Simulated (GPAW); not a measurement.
# Bi (Im-3m) in GPAW: convergence with k mesh

Aim: find how far k mesh must go before the results for Bi settle, at LDA. This setting moves, with any that are tied to it; all else stays.

All numbers are computed with GPAW 26.7.0; they aren't measurements. Logs are shortened: lines on timing, memory, paths and dates and some standing lists are left out, and cuts for length are marked. The log counts tension as positive stress, the text compression.

## Step 1: The structure

The structure is cubic, space group Im-3m (No. 229). The conventional cell has a = 3.963 Å, b = 3.963 Å, c = 3.963 Å, α = 90.00°, β = 90.00°, γ = 90.00°. Bi (site symmetry m-3m) has 8 Bi at 3.43 Å as nearest neighbours.

This isn't the form of Bi at room conditions, which is rhombohedral.

## Step 2: With k mesh 2 × 2 × 2

Contents of run.py:

```python
from ase import Atoms
from ase.dft.bandgap import bandgap
from ase.io import write
from ase.units import GPa
from gpaw import GPAW, PW

atoms = Atoms(['Bi'],
              cell=[[-1.9814305318, 1.9814305318, 1.9814305318],
                    [1.9814305318, -1.9814305318, 1.9814305318],
                    [1.9814305318, 1.9814305318, -1.9814305318]],
              scaled_positions=[[0.0, 0.0, 0.0]],
              pbc=True)

calc = GPAW(mode=PW(600),
            xc='LDA',
            kpts={'size': (2, 2, 2), 'gamma': True},
            occupations={'name': 'fermi-dirac', 'width': 0.05},
            nbands=15,
            convergence={'density': 1e-05, 'energy': 1e-05},
            maxiter=100,
            txt='gpaw.txt')
atoms.calc = calc
energy = atoms.get_potential_energy()
forces = atoms.get_forces()
stress = atoms.get_stress()
calc.write('gs.gpw')
write('result.traj', atoms)
print(f'Energy: {energy:.6f} eV')
print('Forces (eV/A):')
print(forces.round(4))
print('Stress (GPa):', (stress / GPa).round(3))
print('Fermi level:', round(calc.get_fermi_level(), 4), 'eV')
print(f'Gap: {bandgap(calc)[0]:.4f} eV, direct: {bandgap(calc, direct=True)[0]:.4f} eV')
```

Potentials or basis: the program's PAW data sets (release 1.2.1) made for this functional, pw.

Run with:

```console
OMP_NUM_THREADS=1 python run.py
```

gpaw.txt:

```text
__  _  _
 | _ |_)|_||  |
 |__||  | ||/\| - 26.7.0

Input parameters:
  mode=PW(ecut=600.0),
  convergence={'density': 1e-05, 'energy': 1e-05},
  kpts=MonkhorstPack(size=(2, 2, 2), gamma=True),
  maxiter=100,
  nbands=15,
  occupations=Occupations(name='fermi-dirac', width=0.05),
  xc=XC(name='LDA')

Diagonalizing LCAO Hamiltonian
Converting LCAO to pw mode

       Bi

Atoms  # Å, Bohr magnetons
|   | symbol |        x |        y |        z |    initial magnetic moments |
|---|--------|----------|----------|----------|-----------------------------|
| 0 |     Bi | 0.000000 | 0.000000 | 0.000000 | ( 0.0000,  0.0000,  0.0000) |

Unit cell  # Å
| periodic |         x |         y |         z |  lengths |     angles |
|----------|-----------|-----------|-----------|----------|------------|
|      yes | -1.981431 |  1.981431 |  1.981431 | 3.431938 | 109.471221 |
|      yes |  1.981431 | -1.981431 |  1.981431 | 3.431938 | 109.471221 |
|      yes |  1.981431 |  1.981431 | -1.981431 | 3.431938 | 109.471221 |

Number of symmetries: 48
Symmetry operations  # r_c * U_cc + t_c -> r_c
|    | kind |            matrix            |
|----|------|------------------------------|
|  0 |  σ   |  1, 1, 1,  0, 0,-1,  0,-1, 0 |
|  1 |  C4  |  1, 1, 1,  0, 0,-1, -1, 0, 0 |
|  2 |  C2  |  1, 1, 1,  0,-1, 0,  0, 0,-1 |
|  3 |  S6  |  1, 1, 1,  0,-1, 0, -1, 0, 0 |
|  4 |  S6  |  1, 1, 1, -1, 0, 0,  0, 0,-1 |
|  5 |  C4  |  1, 1, 1, -1, 0, 0,  0,-1, 0 |
|  6 |  E   |  1, 0, 0,  0, 1, 0,  0, 0, 1 |
|  7 |  σ   |  1, 0, 0,  0, 1, 0, -1,-1,-1 |
|  8 |  σ   |  1, 0, 0,  0, 0, 1,  0, 1, 0 |
|  9 |  C3  |  1, 0, 0,  0, 0, 1, -1,-1,-1 |
| 10 |  C3  |  1, 0, 0, -1,-1,-1,  0, 1, 0 |
| 11 |  σ   |  1, 0, 0, -1,-1,-1,  0, 0, 1 |
| 12 |  σ   |  0, 1, 0,  1, 0, 0,  0, 0, 1 |
| 13 |  C2  |  0, 1, 0,  1, 0, 0, -1,-1,-1 |
| 14 |  C3  |  0, 1, 0,  0, 0, 1,  1, 0, 0 |
| 15 |  S4  |  0, 1, 0,  0, 0, 1, -1,-1,-1 |
| 16 |  S4  |  0, 1, 0, -1,-1,-1,  1, 0, 0 |
| 17 |  C3  |  0, 1, 0, -1,-1,-1,  0, 0, 1 |
| 18 |  C3  |  0, 0, 1,  1, 0, 0,  0, 1, 0 |
| 19 |  S4  |  0, 0, 1,  1, 0, 0, -1,-1,-1 |
| 20 |  σ   |  0, 0, 1,  0, 1, 0,  1, 0, 0 |
| 21 |  C3  |  0, 0, 1,  0, 1, 0, -1,-1,-1 |
| 22 |  C2  |  0, 0, 1, -1,-1,-1,  1, 0, 0 |
| 23 |  S4  |  0, 0, 1, -1,-1,-1,  0, 1, 0 |
| 24 |  C4  |  0, 0,-1,  1, 1, 1,  0,-1, 0 |
| 25 |  σ   |  0, 0,-1,  1, 1, 1, -1, 0, 0 |
| 26 |  S6  |  0, 0,-1,  0,-1, 0,  1, 1, 1 |
| 27 |  C2  |  0, 0,-1,  0,-1, 0, -1, 0, 0 |
| 28 |  C4  |  0, 0,-1, -1, 0, 0,  1, 1, 1 |
| 29 |  S6  |  0, 0,-1, -1, 0, 0,  0,-1, 0 |
| 30 |  S6  |  0,-1, 0,  1, 1, 1,  0, 0,-1 |
| 31 |  C4  |  0,-1, 0,  1, 1, 1, -1, 0, 0 |
| 32 |  C4  |  0,-1, 0,  0, 0,-1,  1, 1, 1 |
| 33 |  S6  |  0,-1, 0,  0, 0,-1, -1, 0, 0 |
| 34 |  σ   |  0,-1, 0, -1, 0, 0,  1, 1, 1 |
| 35 |  C2  |  0,-1, 0, -1, 0, 0,  0, 0,-1 |
| 36 |  C2  | -1, 0, 0,  1, 1, 1,  0, 0,-1 |
| 37 |  S6  | -1, 0, 0,  1, 1, 1,  0,-1, 0 |
| 38 |  S6  | -1, 0, 0,  0, 0,-1,  1, 1, 1 |
| 39 |  C2  | -1, 0, 0,  0, 0,-1,  0,-1, 0 |
| 40 |  C2  | -1, 0, 0,  0,-1, 0,  1, 1, 1 |
| 41 |  i   | -1, 0, 0,  0,-1, 0,  0, 0,-1 |
| 42 |  S4  | -1,-1,-1,  1, 0, 0,  0, 1, 0 |
| 43 |  C3  | -1,-1,-1,  1, 0, 0,  0, 0, 1 |
| 44 |  C3  | -1,-1,-1,  0, 1, 0,  1, 0, 0 |
| 45 |  σ   | -1,-1,-1,  0, 1, 0,  0, 0, 1 |
| 46 |  S4  | -1,-1,-1,  0, 0, 1,  1, 0, 0 |
| 47 |  C2  | -1,-1,-1,  0, 0, 1,  0, 1, 0 |

BZ-sampling:
  Number of BZ points: 8
  Number of IBZ points: 3

  Monkhorst-Pack size: [2, 2, 2]
  Monkhorst-Pack shift: [0.25, 0.25, 0.25]

K-points  # in reciprocal-cell coordinates
|   |                                coordinates |     weight |
|---|--------------------------------------------|------------|
| 0 | (  0.00000000,   0.00000000,   0.00000000) | 0.12500000 |
| 1 | (  0.50000000,   0.50000000,   0.00000000) | 0.75000000 |
| 2 | (  0.50000000,   0.50000000,   0.50000000) | 0.12500000 |

Plane wave coefficients: 1055
Cutoff: 600.0 eV

Spin-components: 1 (collinear spins)
Bands:           15
Projectors:      6
Spin-degeneracy: 2
Datatype:        complex128

Parallelization:
  kpt:    1
  domain: 1
  band:   1

Density:
  Valence electrons: 15.0
  Components: 1
  Grid points: [20 20 20]
  Charge: 0.0  # |e|

Potential:
  Grid points: [20 20 20]

species:
  Bi:
    name:    Bismuth
    Z:       83.0
    valence: 15
    core:    68
    charge:  0.0  # [|e|]
    compensation charges:
      type: gauss
      rc: 0.38  # [Å]
      lmax: 2
    cutoffs:
      filter: 2.23  # [Å]
      core: 2.33  # [Å]
    projectors
    | kind |    occ | energy [eV] | rcut [Å] |
    |------|--------|-------------|----------|
    |   6s |  2.000 |     -14.665 |    1.286 |
    |   6p |  3.000 |      -4.777 |    1.275 |
    |   5d | 10.000 |     -27.225 |    1.349 |
    |    s |        |      12.546 |    1.286 |
    |    p |        |      22.434 |    1.275 |
    |    d |        |      -0.013 |    1.349 |

    Using partial waves for Bi as LCAO basis

Reference energy: -584538.347675  # eV

eigensolver:
  PPCG
  Converge bands: occupied
  niter=2

density mixing:
  MSR1-Mixer
  Pratt-step length: 0.05
  Maximum mixing coefficient: 0.75
  Old densities: 10
  SVD Regularization: 0.005
  Good broyden scale: 1.0
  Trust region scale: 1.0
  Backstep threshold: 4.0
  History deletion threshold: 6.0
  Fourier metric: weight=20.0, sigma=0.015

occupation numbers:
  Fermi-Dirac:
    width: 0.0500  # eV

poisson solver:
  ecut: 4800.0  # eV

xc functional:
  name: None

convergence criteria:
- Maximum integral of absolute [dens]ity change: 1e-05 electrons / valence electron
- Maximum [total energy] change in last 3 cyles: 1e-05 eV / valence electron
- Maximum integral of absolute [eigenst]ate change: 4e-08 eV^2 / valence electron
maximum number of iterations: 100

SCF iterations
|iter     | |      energy | eigst |  dens |
|---------|-|-------------|-------|-------|
|iter:   1| |   -5.471171 | -0.26 |       |
|iter:   2| |   -5.473912 | -2.84 | -1.62 |
|iter:   3| |   -5.479141 | -3.52 | -1.64 |
|iter:   4| |   -5.481453 | -3.66 | -2.11 |
|iter:   5| |   -5.481871 | -4.47 | -2.66 |
|iter:   6| |   -5.481901 | -5.62 | -3.44 |
|iter:   7| |   -5.481904c| -6.75 | -4.56 |
|iter:   8| |   -5.481904c| -6.86 | -4.83 |
|iter:   9| |   -5.481904c| -8.19c| -5.30c|

Converged in 9 steps
Energy contributions relative to reference atoms: (reference = -584538.347675)

Energy contributions:
  Kinetic:          11.136286
  Coulomb:         -10.104795
  Zero:             -1.394366
  External:          0.000000
  Xc:               -5.093037
  Entropy:          -0.051986
  Spinorbit:         0.000000
  ----------------------------
  Free energy:      -5.507897
  Extrapolated:     -5.481904

dipole moment: (-7.742074, -7.742074, -7.742074)  # |e|*Ang

Fermi level: 8.890
Eigenvalues  # (at kpt = [0.000, 0.000, 0.000])
| band index |      eig [eV] | occ [0-2] |
|------------|---------------|-----------|
|          0 |       -15.634 |     2.000 |
|          1 |       -15.634 |     2.000 |
|          2 |       -15.634 |     2.000 |
|          3 |       -15.508 |     2.000 |
|          4 |       -15.508 |     2.000 |
|          5 |        -6.085 |     2.000 |
|          6 |        12.406 |     0.000 |
|          7 |        12.406 |     0.000 |
|          8 |        12.406 |     0.000 |
|          9 |        16.662 |     0.000 |
|         10 |        17.991 |     0.000 |
|         11 |        17.991 |     0.000 |
|         12 |        17.991 |     0.000 |
|         13 |        19.064 |     0.000 |
|         14 |        19.064 |     0.000 |

No gap
No difference between direct/indirect transitions

Forces  # eV/Ang
|        x |       y |       z |
|----------|---------|---------|
| -0.00000 | 0.00000 | 0.00000 |  # Bi   0

Stress tensor  # eV/Ang^3
|         x |         y |         z |
|-----------|-----------|-----------|
|  0.023539 | -0.000000 | -0.000000 |
| -0.000000 |  0.023539 | -0.000000 |
| -0.000000 | -0.000000 |  0.023539 |

# Writing to gs.gpw (mode='')
```

stdout:

```text
Energy: -5.481904 eV
Forces (eV/A):
[[-0.  0.  0.]]
Stress (GPa): [ 3.771  3.771  3.771 -0.    -0.    -0.   ]
Fermi level: 8.8902 eV
Gap: 0.0000 eV, direct: 0.0000 eV
```

It took 2.3 s on 1 thread of Arm Neoverse V1, shared host; peak memory 0.12 GiB.

What came out:

```yaml
Free_energy: -5.5079 eV
Pressure: -3.8 GPa
Band_gap_on_the_k_mesh: none (metal or under the smearing width)
```

## Step 3: With k mesh 3 × 3 × 3

run.py, as its differences from that of step 2:

```diff
@@ -15,3 +15,3 @@
             xc='LDA',
-            kpts={'size': (2, 2, 2), 'gamma': True},
+            kpts={'size': (3, 3, 3), 'gamma': True},
             occupations={'name': 'fermi-dirac', 'width': 0.05},
```

Potentials or basis: the program's PAW data sets (release 1.2.1) made for this functional, pw.

Run with:

```console
OMP_NUM_THREADS=1 python run.py
```

Wall time 2.4 s (1 thread of Arm Neoverse V1, shared host); peak memory 0.12 GiB.

What came out:

```yaml
Free_energy: -5.7478 eV
Pressure: -3.7 GPa
Band_gap_on_the_k_mesh: none (metal or under the smearing width)
```

## Step 4: With k mesh 4 × 4 × 4

run.py, as its differences from that of step 3:

```diff
@@ -15,3 +15,3 @@
             xc='LDA',
-            kpts={'size': (3, 3, 3), 'gamma': True},
+            kpts={'size': (4, 4, 4), 'gamma': True},
             occupations={'name': 'fermi-dirac', 'width': 0.05},
```

Run with:

```console
OMP_NUM_THREADS=1 python run.py
```

Run time: 3.1 s. Hardware: 1 thread of Arm Neoverse V1, shared host; peak memory 0.12 GiB.

What came out:

```
Free energy            : -5.1476 eV
Pressure               : -2.0 GPa
Band gap on the k mesh : none (metal or under the smearing width)
```

## Step 5: With k mesh 5 × 5 × 5

run.py, as its differences from that of step 4:

```diff
@@ -15,3 +15,3 @@
             xc='LDA',
-            kpts={'size': (4, 4, 4), 'gamma': True},
+            kpts={'size': (5, 5, 5), 'gamma': True},
             occupations={'name': 'fermi-dirac', 'width': 0.05},
```

Run with:

```console
OMP_NUM_THREADS=1 python run.py
```

Wall time 3.5 s (1 thread of Arm Neoverse V1, shared host); peak memory 0.13 GiB.

It converged, with:

| Quantity | Value |
| --- | --- |
| Free energy | -5.1908 eV |
| Pressure | -3.3 GPa |
| Band gap on the k mesh | none (metal or under the smearing width) |

## Step 6: With k mesh 6 × 6 × 6

run.py, as its differences from that of step 5:

```diff
@@ -15,3 +15,3 @@
             xc='LDA',
-            kpts={'size': (5, 5, 5), 'gamma': True},
+            kpts={'size': (6, 6, 6), 'gamma': True},
             occupations={'name': 'fermi-dirac', 'width': 0.05},
```

Potentials or basis: the program's PAW data sets (release 1.2.1) made for this functional, pw.

Run with:

```console
OMP_NUM_THREADS=1 python run.py
```

Wall time 4.6 s (1 thread of Arm Neoverse V1, shared host); peak memory 0.13 GiB.

It converged, with:

```
Free energy            : -5.2734 eV
Pressure               : -3.2 GPa
Band gap on the k mesh : none (metal or under the smearing width)
```

## Step 7: With k mesh 7 × 7 × 7

run.py, as its differences from that of step 6:

```diff
@@ -15,3 +15,3 @@
             xc='LDA',
-            kpts={'size': (6, 6, 6), 'gamma': True},
+            kpts={'size': (7, 7, 7), 'gamma': True},
             occupations={'name': 'fermi-dirac', 'width': 0.05},
```

Run with:

```console
OMP_NUM_THREADS=1 python run.py
```

Run time: 5.4 s. Hardware: 1 thread of Arm Neoverse V1, shared host; peak memory 0.13 GiB.

The run converged. Its results:

```
Free energy            : -5.2516 eV
Pressure               : -2.5 GPa
Band gap on the k mesh : none (metal or under the smearing width)
```

## Step 8: With k mesh 9 × 9 × 9

run.py, as its differences from that of step 7:

```diff
@@ -15,3 +15,3 @@
             xc='LDA',
-            kpts={'size': (7, 7, 7), 'gamma': True},
+            kpts={'size': (9, 9, 9), 'gamma': True},
             occupations={'name': 'fermi-dirac', 'width': 0.05},
```

Run with:

```console
OMP_NUM_THREADS=1 python run.py
```

It took 8.2 s on 1 thread of Arm Neoverse V1, shared host; peak memory 0.14 GiB.

It converged, with:

* Free energy: -5.3022 eV
* Pressure: -3.4 GPa
* Band gap on the k mesh: none (metal or under the smearing width)

## Step 9: With k mesh 10 × 10 × 10

run.py, as its differences from that of step 8:

```diff
@@ -15,3 +15,3 @@
             xc='LDA',
-            kpts={'size': (9, 9, 9), 'gamma': True},
+            kpts={'size': (10, 10, 10), 'gamma': True},
             occupations={'name': 'fermi-dirac', 'width': 0.05},
```

Potentials or basis: the program's PAW data sets (release 1.2.1) made for this functional, pw.

Run with:

```console
OMP_NUM_THREADS=1 python run.py
```

It took 10 s on 1 thread of Arm Neoverse V1, shared host; peak memory 0.14 GiB.

Results (log left out):

```
Free energy            : -5.2986 eV
Pressure               : -3.3 GPa
Band gap on the k mesh : none (metal or under the smearing width)
```

## Step 10: With k mesh 13 × 13 × 13

run.py, as its differences from that of step 9:

```diff
@@ -15,3 +15,3 @@
             xc='LDA',
-            kpts={'size': (10, 10, 10), 'gamma': True},
+            kpts={'size': (13, 13, 13), 'gamma': True},
             occupations={'name': 'fermi-dirac', 'width': 0.05},
```

Run with:

```console
OMP_NUM_THREADS=1 python run.py
```

Run time: 17 s. Hardware: 1 thread of Arm Neoverse V1, shared host; peak memory 0.16 GiB.

The run converged. Its results:

```
Free energy            : -5.2918 eV
Pressure               : -3.2 GPa
Band gap on the k mesh : none (metal or under the smearing width)
```

## Step 11: The series at a glance

| k mesh | energy less the tightest run, at zero smearing (meV/atom) | pressure (GPa) | SCF cycles | CPU time (s) | peak memory (GiB) |
| --- | --- | --- | --- | --- | --- |
| 2 × 2 × 2 | -192.95 | -3.77 | 9 | 2.3 | 0.12 |
| 3 × 3 × 3 | -443.50 | -3.69 | 8 | 2.4 | 0.12 |
| 4 × 4 × 4 | 147.75 | -1.99 | 8 | 3.1 | 0.12 |
| 5 × 5 × 5 | 108.30 | -3.27 | 8 | 3.5 | 0.13 |
| 6 × 6 × 6 | 23.40 | -3.21 | 8 | 4.6 | 0.13 |
| 7 × 7 × 7 | 41.69 | -2.46 | 8 | 5.4 | 0.13 |
| 9 × 9 × 9 | -11.22 | -3.43 | 8 | 8.2 | 0.14 |
| 10 × 10 × 10 | -6.97 | -3.33 | 8 | 10 | 0.14 |
| 13 × 13 × 13 | 0.00 | -3.23 | 8 | 17 | 0.16 |

Against the tightest run, the pressure stays within 0.1 GPa from 10 × 10 × 10 on. Not settled before the last step: the energy (to 1 meV/atom). Meshes of other sizes hit other points, so gaps and Fermi surfaces needn't settle smoothly. The tightest run that finished is the yardstick and may itself not be fully converged.

Caveats: spin-orbit coupling is left out, which moves the levels of the heavy elements.
